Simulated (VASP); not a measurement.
**SnO2 (Cassiterite): phonons with LDA**

The system is SnO2 (Cassiterite).

```
Sn O
1.0
     4.72726    0.00000    0.00000
     0.00000    4.72726    0.00000
     0.00000    0.00000    3.19590
Sn O
2 4
Cartesian
  0.0000 0.0000 3.1959
  2.3636 2.3636 1.5980
  1.4467 1.4467 3.1959
  0.9169 3.8103 1.5980
  3.2805 3.2805 0.0000
  3.8103 0.9169 1.5980
```

```yaml
Program: VASP 6.6.1
Task: phonons
Functional: LDA
Potentials_or_basis: VASP PAW LDA potentials, release 64 (Sn_d, O)
Cutoff: 600 eV
k_mesh: 6 × 6 × 8
Occupations: gaussian, width 0.03 eV
Spin: no spin polarisation
By_perturbation_theory: no
Further_INCAR_settings: ALGO = Fast; EDIFF = 1e-08; IBRION = 6; POTIM = 0.015; NSW = 1
```

```json
{
 "Highest phonon frequency at Γ, LO-TO splitting left out": "756 cm⁻¹"
}
```

Phonon frequencies in cm⁻¹ (negative: imaginary):
```csv
q point,frequencies
"(0.000, 0.000, 0.000)",0 0 0 102 147 223 223 282 282 348 463 468 468 561 601 601 629 756
```

It took 18 min on 2 MPI ranks on Intel(R) Xeon(R) Platinum 8488C (Sapphire Rapids) (shared host), peak memory 0.45 GiB a rank.
